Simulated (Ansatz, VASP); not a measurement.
Two plane-wave programs on Al

```
Al
1.0
     0.00000    2.03738    2.03738
     2.03738    0.00000    2.03738
     2.03738    2.03738    0.00000
Al
1
Direct
  0.00000 0.00000 0.00000
```

Change from the starting cell: volume scaled by 1.02, PAW files.

Alike in both runs: task electric field gradients; functional PBEsol; k mesh 14 × 14 × 14; occupations fermi-dirac, width 0.05 eV; no spin polarisation.

```csv
,VASP,Ansatz
version,VASP 6.6.1,Ansatz 0.2.0
potentials or method,"VASP PAW PBE potentials, release 64 (Al)","PAW with Ansatz's default frozen-core files, scalar-relativistic"
plane-wave cutoff (eV),520,420
valence electrons in the cell,3,3
```

Ansatz gave:

| Item | Value |
| --- | --- |
| pressure (GPa) | -3.5 |
| Vzz of the field gradient on the site that differs most (V/Å²) | 0.0 |

**Question.** What did VASP give for the same quantities?

**Answer.** Pressure (GPa): -3.4; Vzz of the field gradient on the site that differs most (V/Å²): 0.0.

The functional is the same, so the differences come from potentials, cutoffs and numerics.

Caveats: the PAW data sets were made with another functional, which shifts forces and pressure a little (VASP).
